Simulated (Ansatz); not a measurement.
BeSe built on the zincblende prototype: a one-shot G0W0 calculation in Ansatz (G0W0@LDA with 129 empty bands, a screening cutoff of 140 eV and a 4×4×4 mesh). Cell and atoms come from a relaxation with r2SCAN.

Input (YAML):
```yaml
crystal:
  lattice:
    - [0.0, 2.5810353743, 2.5810353743]
    - [2.5810353743, 0.0, 2.5810353743]
    - [2.5810353743, 2.5810353743, 0.0]
  atoms:
    - { symbol: Be, position: [0.0, 0.0, 0.0] }
    - { symbol: Se, position: [0.25, 0.25, 0.25] }
kpoints:
  mp_grid: { grid: [4, 4, 4] }
hamiltonian:
  xc: lda
scf:
  occupations: { method: fixed }
gw:
  n_empty_bands: 129
  ecut_chi: 140
  qp_bands: [v2, c2]
  qp_kpoints: band_edges
  screening: { model: contour_deformation }
```

Command: `ansatz run input.yaml --threads 2 --pin off --max-ram 3686MiB --backend cpu --events-out ev --progress --plain --runs-dir out`. It took 8.8 s on 2 threads of Arm Neoverse V1, on a shared host, load about 0.3 per core; peak host memory 0.35 GiB.

Question: Predict the output.

Answer: Main lines of the log:
```
Pseudopotential: Be, paw, valence charge 2, recommended cutoff 420 eV (normal)
Pseudopotential: Se, paw, valence charge 16, recommended cutoff 420 eV (normal)
Functional definition: SPW92
Crystal: 2 atoms, lattice volume = 34.388 Å³
Basis set: ecut = 420 eV, 645 PW (Γ)
Bands: 13, of which v1, the nominal top of the filled ones, is band 9 counted from 1 (8 counted from 0)
Symmetry: 24 space group operations
Space group: F-43m (ITA 216)
k-points: 8 of 64 (time reversal used)
preconditioner: auto → none  [insulator: Δε(μ)=2.523 eV  ℏωp=17.9 eV]
SCF converged after 6 iterations
Free energy (F): -5473.052687 eV
Fermi energy:    6.619036 eV
--- G₀W₀: contour deformation, 6 samples at zero and on the imaginary axis and 2 off it, 64 q-points, 129 empty bands' worth ---
    ik  band        ε_KS         Σx   Σc(E_QP)       V_xc       Z   E_QP_lin       E_QP  E_QP is
     0     8      6.6190   -18.1296     1.5589   -15.8382  0.7936     5.8820     5.8865  root
     0     9      6.6190   -18.1296     1.5589   -15.8382  0.7936     5.8820     5.8865  root
     0    10     10.6937    -8.2215    -4.5985   -13.5673  0.8020    11.4465    11.4410  root
     0    11     11.5588    -6.0085    -4.5680   -11.2672  0.7935    12.2545    12.2495  root
     1     8      5.9998   -17.6716     1.6851   -15.2315  0.7898     5.2398     5.2449  root
     1     9      5.9998   -17.6716     1.6851   -15.2315  0.7898     5.2398     5.2449  root
     1    10     10.9447    -7.1076    -4.4911   -12.2469  0.7992    11.5971    11.5929  root
     1    11     12.4430    -6.1736    -4.7670   -11.6361  0.7883    13.1442    13.1384  root
     2     8      5.5539   -17.5943     1.8448   -14.9617  0.7863     4.7600     4.7660  root
     2     9      5.5539   -17.5943     1.8448   -14.9617  0.7863     4.7600     4.7660  root
     2    10     10.8189    -7.3756    -4.4353   -12.4034  0.7995    11.4147    11.4113  root
     2    11     12.5112    -5.8552    -4.6975   -11.2046  0.7925    13.1680    13.1631  root
     3     8      4.9911   -17.1085     1.9478   -14.3550  0.7831     4.1785     4.1853  root
     3     9      4.9911   -17.1085     1.9478   -14.3550  0.7831     4.1785     4.1853  root
     3    10     10.2741    -5.8682    -4.2481   -10.6714  0.8036    10.8320    10.8292  root
     3    11     12.2936    -6.4829    -4.6082   -11.6410  0.7957    12.8470    12.8435  root
     6     8      3.9853   -17.0509     2.3252   -13.8542  0.7733     3.1042     3.1139  root
     6     9      3.9853   -17.0509     2.3252   -13.8542  0.7733     3.1042     3.1139  root
     6    10      9.0991    -5.4571    -3.9996    -9.9158  0.8130     9.5599     9.5582  root
     6    11     10.7689    -6.2182    -4.1915   -10.8459  0.8046    11.2068    11.2050  root
     7     8      2.8280   -16.5404     2.6435   -12.9945  0.7616     1.9120     1.9255  root
     7     9      3.3365   -16.0974     2.3524   -12.8984  0.7694     2.4799     2.4899  root
     7    10     12.6215    -6.8540    -4.4379   -11.7677  0.7974    13.1000    13.0973  root
     7    11     13.5619    -5.4145    -5.3989   -11.5583  0.7720    14.3169    14.3068  root
```
Iteration counts and the last digits belong to this one run.

The points are ik 0 = (0, 0, 0) (Γ), ik 1 = (0, 0, 1/4), ik 2 = (0, 0, -1/2), ik 3 = (0, 1/4, 1/4), ik 6 = (0, -1/2, -1/2), ik 7 = (1/4, -1/2, -1/4); band 9 is the last filled one.

Over the mesh points the LDA gap of 2.48 eV becomes a quasiparticle gap of 3.67 eV (Γ to k = (0, -1/2, -1/2)), a change of +1.19 eV. Renormalisation factors Z lie between 0.76 and 0.81. G0W0 values are finite-basis, finite-mesh values.

Spin-unpolarised throughout; all numbers are computed.

The runs are scalar-relativistic, without spin-orbit coupling.
